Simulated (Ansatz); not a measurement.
Input and command of a plane-wave DFT calculation in Ansatz:

```yaml
crystal:
  lattice:
    - [2.0020983537, -2.2010098272, 0.0291588292]
    - [1.9521302856, 2.1548140925, -0.0225834655]
    - [0.0085139745, -0.0619394827, 5.1796991639]
  atoms:
    - { symbol: Cu, position: [-0.0032510948, 0.5415648415, 0.0656106232] }
    - { symbol: Cu, position: [0.5210979807, -0.0290031121, 0.4987049539] }
    - { symbol: O, position: [0.5006637234, 0.4714371442, 0.2477522482] }
    - { symbol: O, position: [0.5178831113, 0.5129565847, 0.723457673] }
basis:
  ecutwfc: 420
kpoints:
  mp_grid: { grid: [6, 8, 4] }
hamiltonian:
  xc: pbesol
scf:
  occupations: { method: gaussian, width: 0.1 }
output:
  forces: true
  stress: true
  eigenvalues: true
```

```bash
ansatz run input.yaml --threads 1 --pin off --max-ram 2560MiB --backend cpu --events-out ev --progress --plain --runs-dir out
```

Processor: Arm Neoverse V1, 1 thread, on a host shared with other jobs.

Q: How long does it run, and how much memory does it take?

A: About 12 s on 1 thread of Arm Neoverse V1, on a shared host, peak memory 0.33 GiB. It solves 30 bands at 100 k points (the mesh reduced by symmetry) with about 855 plane waves, in 8 SCF iterations.
